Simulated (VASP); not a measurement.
# Be (P6_3/mmc) in VASP: single point with PBE0

Aim: the single point of Be with PBE0.

Everything below comes from runs of VASP 6.6.1. Logs are shortened: lines on timing, memory, paths and dates and some standing lists are left out, and cuts for length are marked.

### 1 The crystal as given

It takes space group P6_3/mmc (No. 194, hexagonal). Conventional cell: a = 2.257 Å, b = 2.257 Å, c = 3.561 Å, α = 90.00°, β = 90.00°, γ = 120.00°. Around Be (site symmetry -6m2) lie 12 Be at 2.21 to 2.26 Å.

### 2 Single point, PBE0

The input, POSCAR:

```
Be
1.0
    2.2568100000      0.0000000000      0.0000000000
   -1.1284000000      1.9544500000      0.0000000000
    0.0000000000      0.0000000000      3.5611600000
Be
2
Direct
    0.3333300000      0.6666700000      0.2500000000
    0.6666700000      0.3333300000      0.7500000000
```

The input, INCAR.step1:

```
SYSTEM = Be
PREC = Accurate ; ENCUT = 520
EDIFF = 1E-5 ; ISMEAR = 0
SIGMA = 0.1 ; LREAL = .False.
LASPH = .True. ; NELM = 100
ALGO = Normal ; ISIF = 2
LWAVE = .True. ; LCHARG = .False.
GGA = PE
```

The input, INCAR.step2:

```
SYSTEM = Be
PREC = Accurate ; ENCUT = 520
EDIFF = 1E-6 ; ISMEAR = 0
SIGMA = 0.1 ; LREAL = .False.
LASPH = .True. ; NELM = 100
ALGO = Normal ; ISIF = 2
LWAVE = .False. ; LCHARG = .False.
GGA = PE ; LHFCALC = .True.
AEXX = 0.25 ; PRECFOCK = Fast
HFRCUT = -1 ; ISTART = 1
```

The input, KPOINTS:

```
Automatic mesh
0
Gamma
  9 9 6
  0 0 0
```

Potentials or basis: VASP PAW PBE potentials, release 64 (Be).

Started as:

```console
cat potpaw_PBE.64/Be/POTCAR > POTCAR
cp INCAR.step1 INCAR
mpirun -np 1 vasp_std > vasp.out
cp INCAR.step2 INCAR
mpirun -np 1 vasp_std > vasp.out
```

OUTCAR:

```text
SYSTEM = Be
   PREC = Accurate
   ENCUT = 520
   EDIFF = 1E-6
   ISMEAR = 0
   LREAL = .False.
   LASPH = .True.
   NELM = 100
   ISIF = 2
   GGA = PE
   LHFCALC = .True.
   AEXX = 0.25
   PRECFOCK = Fast
   ISTART = 1

 ion  position               nearest neighbor table
   1  0.333  0.667  0.250-   2 2.21   2 2.21   2 2.21   2 2.21   2 2.21   2 2.21
   2  0.667  0.333  0.750-   1 2.21   1 2.21   1 2.21   1 2.21   1 2.21   1 2.21

  LATTYP: Found a hexagonal cell.
 ALAT       =     2.2568100000
 C/A-ratio  =     1.5779618134

  Lattice vectors:

 A1 = (   2.2568100000,   0.0000000000,   0.0000000000)
 A2 = (  -1.1284000000,   1.9544500000,   0.0000000000)
 A3 = (   0.0000000000,   0.0000000000,   3.5611600000)

Analysis of symmetry for initial positions (statically):
=====================================================================
 Subroutine PRICEL returns:
 Original cell was already a primitive cell.

 Routine SETGRP: Setting up the symmetry group for a
 hexagonal supercell.

 Subroutine GETGRP returns: Found  8 space group operations
 (whereof  4 operations were pure point group operations)
 out of a pool of 24 trial point group operations.

The static configuration has the point symmetry C_2h.
 The point group associated with its full space group is D_2h.

Analysis of symmetry for dynamics (positions and initial velocities):
=====================================================================
 Subroutine PRICEL returns:
 Original cell was already a primitive cell.

 Routine SETGRP: Setting up the symmetry group for a
 hexagonal supercell.

 Subroutine GETGRP returns: Found  8 space group operations
 (whereof  4 operations were pure point group operations)
 out of a pool of 24 trial point group operations.

The dynamic configuration has the point symmetry C_2h.
 The point group associated with its full space group is D_2h.

 Subroutine INISYM returns: Found  8 space group operations
 (whereof  4 operations are pure point group operations),
 and found     1 'primitive' translations

----------------------------------------------------------------------------------------

                                     Primitive cell

  volume of cell :      15.7076

  direct lattice vectors                    reciprocal lattice vectors
     2.256810000  0.000000000  0.000000000     0.443103318  0.255825314  0.000000000
    -1.128400000  1.954450000  0.000000000     0.000000000  0.511652895  0.000000000
     0.000000000  0.000000000  3.561160000     0.000000000  0.000000000  0.280807377

  length of vectors
     2.256810000  2.256803350  3.561160000     0.511651387  0.511652895  0.280807377

  position of ions in fractional coordinates (direct lattice)
     0.333330000  0.666670000  0.250000000
     0.666670000  0.333330000  0.750000000

  ion indices of the primitive-cell ions
   primitive index   ion index
                 1           1
                 2           2

----------------------------------------------------------------------------------------

 KPOINTS: Automatic mesh

Automatic generation of k-mesh.
 Grid dimensions read from file:
 generate k-points for:    9    9    6

 Generating k-lattice:

  Cartesian coordinates                     Fractional coordinates (reciprocal lattice)
     0.049233702  0.028425035  0.000000000     0.111111111  0.000000000  0.000000000
     0.000000000  0.056850322  0.000000000     0.000000000  0.111111111  0.000000000
     0.000000000  0.000000000  0.046801230     0.000000000  0.000000000  0.166666667

  Length of vectors
     0.056850154  0.056850322  0.046801230

  Shift w.r.t. Gamma in fractional coordinates (k-lattice)
     0.000000000  0.000000000  0.000000000

 Subroutine IBZKPT returns following result:
 ===========================================

 Found    100 irreducible k-points:

 Following reciprocal coordinates:
            Coordinates               Weight
  0.000000  0.000000  0.000000      1.000000
  0.111111 -0.000000  0.000000      4.000000
 -0.111111  0.111111  0.000000      2.000000
  0.222222 -0.000000  0.000000      4.000000
 -0.222222  0.222222  0.000000      2.000000
  0.333333 -0.000000  0.000000      4.000000
[... 16 lines left out ...]
 -0.222222 -0.444444  0.000000      4.000000
  0.444444  0.333333  0.000000      4.000000
 [... further k-points ...]
   k-points           NKPTS =    100   k-points in BZ     NKDIM =    486   number of bands    NBANDS=      6
   number of dos      NEDOS =    301   number of ions     NIONS =      2
   total plane-waves  NPLWV =   9072
   dimension x,y,z NGX =    18 NGY =   18 NGZ =   28
   dimension x,y,z NGXF=    36 NGYF=   36 NGZF=   56
   ions per type =               2
   NGX,Y,Z   is equivalent  to a cutoff of  13.26, 13.26, 13.07 a.u.
   NGXF,Y,Z  is equivalent  to a cutoff of  26.52, 26.52, 26.14 a.u.
 SYSTEM =  Be
   PREC   = accura    normal or accurate (medium, high low for compatibility)
   ISTART =      1    job   : 0-new  1-cont  2-samecut
   ICHARG =      0    charge: 1-file 2-atom 10-const
   ISPIN  =      1    spin polarized calculation?
   LNONCOLLINEAR =      F non collinear calculations
   LSORBIT =      F    spin-orbit coupling
   LASPH  =      T    aspherical Exc in radial PAW
   ENCUT  =  520.0 eV  38.22 Ry    6.18 a.u.   4.20  4.20  6.62*2*pi/ulx,y,z
   NELM   =    100;   NELMIN=  2; NELMDL=  0     # of ELM steps
   EDIFF  = 0.1E-05   stopping-criterion for ELM
   LREAL  =      F    real-space projection
   EDIFFG = 0.1E-04   stopping-criterion for IOM
   NSW    =      0    number of steps for IOM
   IBRION =     -1    ionic relax: 0-MD 1-quasi-New 2-CG
   NFREE  =      0    steps in history (QN), initial steepest desc. (CG)
   ISIF   =      2    stress and relaxation
   ISYM   =      3    0-nonsym 1-usesym 2-fastsym
   POTIM  = 0.5000    time-step for ionic-motion
   TEBEG  =    0.0;   TEEND  =   0.0 temperature during run
   PSTRESS=    0.0 pullay stress
   NELECT =       4.0000    total number of electrons
   NUPDOWN=      -1.0000    fix difference up-down
   EMIN   =  10.00;   EMAX   =-10.00  energy-range for DOS
   EFERMI =   0.00;   METHOD = LEGACY
   ISMEAR =     0;   SIGMA  =   0.10  broadening in eV -4-tet -1-fermi 0-gaus
   EFERMI_NEDOS =   21; number of points for ismear=-14 and -15
   IALGO  =     38    algorithm
   IMIX   =      1    mixing-type and parameters
     AMIX     =   0.40;   BMIX     =  1.00
     AMIX_MAG =   1.60;   BMIX_MAG =  1.00
  volume/ion in A,a.u.               =       7.85        53.00
  Fermi-wavevector in a.u.,A,eV,Ry     =   1.037667  1.960905 14.650098  1.076752
  Thomas-Fermi vector in A             =   2.172115
   LORBIT       =      0    0 simple, 1 ext, 2 COOP (PROOUT), +10 PAW based schemes
   GGA     = PE    functional components
   LHFCALC =     T    Hartree Fock is set to
   PRECFOCK=fast      Normal, Fast or Accurate (Low or Medium for compatibility)
   ENCUT4O =  -1.0   cutoff for four orbital integrals eV
   NKREDX  =     1    reduce k-point grid by
   NKREDY  =     1    reduce k-point grid by
   NKREDZ  =     1    reduce k-point grid by
   AEXX    =    0.2500 exact exchange contribution
   HFSCREEN=    0.0000 screening length (either q_TF or 0.3 A-1)
   HFSCREENC=   0.0000 screening length for correlation (either q_TF or 0.3 A-1)
   ENCUTFOCK=  -1.0 apply spherical cutoff to Coloumb kernel
   IVDW    =     0    specifies the selected vdW correction
   LEPSILON=     F    determine dielectric tensor
   LRPA    =     F    only Hartree local field effects (RPA)
 non-spin polarized calculation
 Gauss-broadening in eV      SIGMA  =   0.10
  energy-cutoff  :      520.00
  volume of cell :       15.71
 maximum number of plane-waves:       446
 NGX is ok and might be reduce to    18
  NGX = 10; NGY = 10; NGZ = 16

 number of electron       4.0000000 magnetization

 Free energy of the ion-electron system (eV)
  ---------------------------------------------------
  ext. energy  EPLUGINS =         0.00000000
  ---------------------------------------------------
  free energy    TOTEN  =        -7.77535013 eV

  energy without entropy =       -7.77471536  energy(sigma->0) =       -7.77503274

 E-fermi :   6.7488     XC(G=0):  -8.3396

 val. band max:        6.2760098880   @ k =  -0.4444   0.3333   0.0000
 cond. band min:       6.7786297777   @ k =   0.3333  -0.0000   0.0000
 fundamental gap:      0.5026198897
 Fermi energy:         6.7487871463

 k-point     1 :       0.0000    0.0000    0.0000
  band No.  band energies     occupation
      1      -6.4388      2.00000
      2       1.5520      2.00000
      3       8.8000      0.00000
      4      24.9379      0.00000
      5      24.9381      0.00000
      6      27.8412      0.00000

 k-point     2 :       0.1111   -0.0000    0.0000
  band No.  band energies     occupation
      1      -6.0135      2.00000
      2       2.0722      2.00000
      3       8.9195      0.00000
      4      22.2127      0.00000
      5      23.1591      0.00000
      6      27.7977      0.00000

 k-point     3 :      -0.1111    0.1111    0.0000
  band No.  band energies     occupation
      1      -6.0135      2.00000
      2       2.0723      2.00000
      3       8.9195      0.00000
      4      22.2128      0.00000
      5      23.1590      0.00000
      6      27.7977      0.00000

 k-point     4 :       0.2222   -0.0000    0.0000
  band No.  band energies     occupation
      1      -4.8054      2.00000
      2       3.7417      2.00000
      3       9.0292      0.00000
      4      17.5211      0.00000
      5      20.7750      0.00000
      6      25.9136      0.00000

 k-point     5 :      -0.2222    0.2222    0.0000
  band No.  band energies     occupation
      1      -4.8053      2.00000
      2       3.7420      2.00000
      3       9.0293      0.00000
      4      17.5211      0.00000
      5      20.7749      0.00000
      6      25.9138      0.00000
[... 136 lines left out ...]
 k-point    21 :      -0.2222    0.4444    0.0000
  band No.  band energies     occupation
      1      -1.5452      2.00000
      2       8.5220      0.00000
      3       8.6457      0.00000
      4      11.3070      0.00000
      5      15.9289      0.00000
      6      20.5837      0.00000

 k-point    22 :       0.3333    0.2222    0.0000
  band No.  band energies     occupation
      1       1.3383      2.00000
      2       5.4734      2.00000
      3       9.7615      0.00000
      4      12.0125      0.00000
      5      15.1761      0.00000
      6      16.8074      0.00000

 k-point    23 :      -0.2222   -0.4444    0.0000
  band No.  band energies     occupation
      1       1.3383      2.00000
      2       5.4735      2.00000
      3       9.7615      0.00000
      4      12.0125      0.00000
      5      15.1760      0.00000
      6      16.8075      0.00000

 k-point    24 :       0.4444    0.3333    0.0000
  band No.  band energies     occupation
      1       1.3382      2.00000
      2       5.4736      2.00000
      3       9.7614      0.00000
      4      12.0125      0.00000
      5      15.1759      0.00000
      6      16.8076      0.00000

 [... further k-points ...]
[... 5 lines left out ...]
  --------------------------------------------------------------------------------------
  -------------------------------------------------------------------------------------
  Total        0.1725074      0.1728685     -0.3295672      0.0003139      0.0000000     -0.0000000
  in kB       17.5957340     17.6325653    -33.6158087      0.0320168      0.0000000     -0.0000000
  external PRESSURE =       0.5374969 kB  Pullay stress =       0.0000000 kB

 VOLUME and BASIS-vectors are now :
 -----------------------------------------------------------------------------
  energy-cutoff  :      520.00
  volume of cell :       15.71
      direct lattice vectors                 reciprocal lattice vectors
     2.256810000  0.000000000  0.000000000     0.443103318  0.255825314  0.000000000
    -1.128400000  1.954450000  0.000000000     0.000000000  0.511652895  0.000000000
     0.000000000  0.000000000  3.561160000     0.000000000  0.000000000  0.280807377

 POSITION                                       TOTAL-FORCE (eV/Angst)
 -----------------------------------------------------------------------------------
     -0.00001      1.30297      0.89029         0.000118     -0.000068      0.000000
      1.12842      0.65148      2.67087        -0.000118      0.000068     -0.000000
 -----------------------------------------------------------------------------------
    total drift:                                0.000000     -0.000000      0.000000

  FREE ENERGIE OF THE ION-ELECTRON SYSTEM (eV)
  ---------------------------------------------------
  free  energy   TOTEN  =        -7.7753501317 eV

  energy  without entropy=       -7.7747153555  energy(sigma->0) =       -7.77503274
```

Run time: 4.1 min. Hardware: 1 thread of Intel Xeon Platinum 8488C (Sapphire Rapids), shared host; peak memory 0.13 GiB.

Results:

- Free energy: -7.7754 eV
- Pressure: 0.1 GPa
- Band gap on the k mesh: none (metal or under the smearing width)

Caveat: the PAW data sets were made with another functional, which shifts forces and pressure a little.
